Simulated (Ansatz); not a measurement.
# SiO2: how settings move the results

The task here is to estimate one member of a computed series from the others.

Computed with Ansatz 0.2.0 (DFT r2SCAN, scalar-relativistic, plane waves, PAW for the base; runs at other levels say so in their headings and inputs, unless a step's input says otherwise).

### The starting structure

Symmetry: I-42d, No. 122, tetragonal system. Conventional cell: a = 4.748 Å, b = 4.748 Å, c = 7.488 Å, α = 90.00°, β = 90.00°, γ = 90.00°. Around Si (site symmetry -4) lie 4 O at 1.62 Å. Around O (site symmetry 2) lie 2 Si at 1.62 Å.

Structure file:

```
Si O
1.0
    -2.37405    2.37405    3.74400
     2.37405   -2.37405    3.74400
     2.37405    2.37405   -3.74400
Si O
2 4
Direct
  0.00000 0.00000 0.00000
  0.75000 0.25000 0.50000
  0.99838 0.62500 0.87338
  0.37500 0.24838 0.37338
  0.75162 0.12500 0.12662
  0.87500 0.00162 0.62662
```

The structure comes from the Crystallography Open Database; it is used as listed.

The first run:

File input.yaml:

```yaml
crystal:
  lattice:
    - [-2.37405, 2.37405, 3.744]
    - [2.37405, -2.37405, 3.744]
    - [2.37405, 2.37405, -3.744]
  atoms:
    - { symbol: Si, position: [0.0, 0.0, 0.0] }
    - { symbol: Si, position: [0.75, 0.25, 0.5] }
    - { symbol: O, position: [0.99838, 0.625, 0.87338] }
    - { symbol: O, position: [0.375, 0.24838, 0.37338] }
    - { symbol: O, position: [0.75162, 0.125, 0.12662] }
    - { symbol: O, position: [0.875, 0.00162, 0.62662] }
basis:
  ecutwfc: 500
kpoints:
  mp_grid: { grid: [6, 6, 6] }
hamiltonian:
  xc: r2scan
scf:
  occupations: { method: gaussian, width: 0.1 }
output:
  forces: true
  stress: true
  eigenvalues: true
```

Launch:

```
$ ansatz run input.yaml --threads 1 --pin off --max-ram 2560MiB --backend cpu --events-out ev --progress --plain --runs-dir out
```

Among the steps run: A first look at the start; Base run on a denser mesh; Functional set to LDA; Functional: PBE; Functional set to PBEsol.

One table of the session follows, with a row left open; its other results are not shown here.

It belongs to the step «The sweep of the functional side by side». 

```
functional  gap on the mesh (eV)  largest force (eV/Å)
    r2SCAN                     ?                     ?
       LDA                  5.82                 0.288
       PBE                  6.04                 0.131
    PBEsol                  5.97                 0.006
```

Q: Estimate the row for r2SCAN from the others.

The run gave: gap on the mesh (eV): 6.70; largest force (eV/Å): 0.193. In the column «gap on the mesh (eV)» it is the highest.
